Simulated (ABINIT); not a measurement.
Crystal: CdSe (Cadmoselite).

```
Cd Se
1.0
     4.30000    0.00000    0.00000
    -2.15000    3.72391    0.00000
     0.00000    0.00000    7.02000
Cd Se
2 2
Direct
  0.66667 0.33333 0.50000
  0.33333 0.66667 0.00000
  0.66667 0.33333 0.88500
  0.33333 0.66667 0.38500
```

Base run:

* Program: ABINIT 10.8.3 (patched build)
* Functional: LDA
* Potentials or basis: PseudoDojo NC SR LDA v0.4.1 standard
* Cutoff: 1279 eV
* k mesh: 5 × 5 × 3
* Occupations: fermi-dirac, width 0.05 eV
* Spin: no spin polarisation

Its results: band gap on the k mesh 0.42 eV, direct; largest force 0.259 eV/Å.

Problem. The run is repeated on the same cell with these changes: functional from LDA to PBEsol; potentials or basis from PseudoDojo NC SR LDA v0.4.1 standard to PseudoDojo NC SR PBEsol v0.4.1 standard. What comes out?

Solution. Band gap on the k mesh 0.57 eV, direct; largest force 0.270 eV/Å.

Caveats: an odd mesh through Γ misses points on the zone boundary, where band edges often lie.

Not every run made on this cell is shown here.
